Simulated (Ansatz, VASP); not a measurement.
# Two plane-wave programs on AlN

Contents of INCAR:

```
SYSTEM = AlN
  PREC = Accurate
  ENCUT = 520
  EDIFF = 1E-7
  ISMEAR = 0
  SIGMA = 0.05
  LREAL = .FALSE.
  LASPH = .TRUE.
  NELM = 60
  ALGO = Normal
  ISIF = 2
  LWAVE = .FALSE.
  LCHARG = .FALSE.
  GGA = PE
  NBANDS = 11
```

Contents of KPOINTS:

```
regular mesh
0
G
  10 10 10
  0 0 0
```

Contents of POSCAR:

```
AlN
1.0
    0.0000000000      2.1839935596      2.3477930766
    2.1839935596      0.0000000000      2.3477930766
    2.1839935596      2.1839935596      0.0000000000
Al N
1 1
Direct
    0.0000000000      0.0000000000      0.0000000000
    0.7500000000      0.7500000000      0.7500000000
```

Input for Ansatz:

```yaml
crystal:
  lattice:
    - [0.0, 2.1839935596, 2.3477930766]
    - [2.1839935596, 0.0, 2.3477930766]
    - [2.1839935596, 2.1839935596, 0.0]
  atoms:
    - { symbol: Al, position: [0.0, 0.0, 0.0] }
    - { symbol: "N", position: [0.75, 0.75, 0.75] }
basis:
  ecutwfc: 420
kpoints:
  mp_grid: { grid: [10, 10, 10] }
hamiltonian:
  xc: pbe
scf:
  occupations: { method: gaussian, width: 0.05 }
output:
  forces: true
  stress: true
  eigenvalues: true
```

Change from the starting cell: strain +0.0750 x Voigt [0, 0, 1, 0, 0, 0], atoms carried along.

Alike in both runs: task single point; functional PBE; k mesh 10 × 10 × 10; occupations gaussian, width 0.05 eV; no spin polarisation.

```csv
,VASP,Ansatz
version,VASP 6.6.1,Ansatz 0.2.0
potentials or method,"VASP PAW PBE potentials, release 64 (Al, N)","scalar-relativistic, plane waves, PAW"
plane-wave cutoff (eV),520,420
valence electrons in the cell,8,8
```

|  | VASP | Ansatz | Ansatz less VASP |
| --- | --- | --- | --- |
| gap on the k mesh at the Fermi level (eV) | 3.06 | 3.06 | +0.007 |
| least direct gap on the mesh (eV) | 3.42 | 3.41 | -0.006 |
| pressure (GPa) | -9.0 | -8.8 | +0.27 |
| largest component of the traceless stress (GPa) | 8.04 | 8.00 | -0.042 |

The functional is the same, so the differences come from potentials, cutoffs and numerics.

A k mesh can miss the band edges.
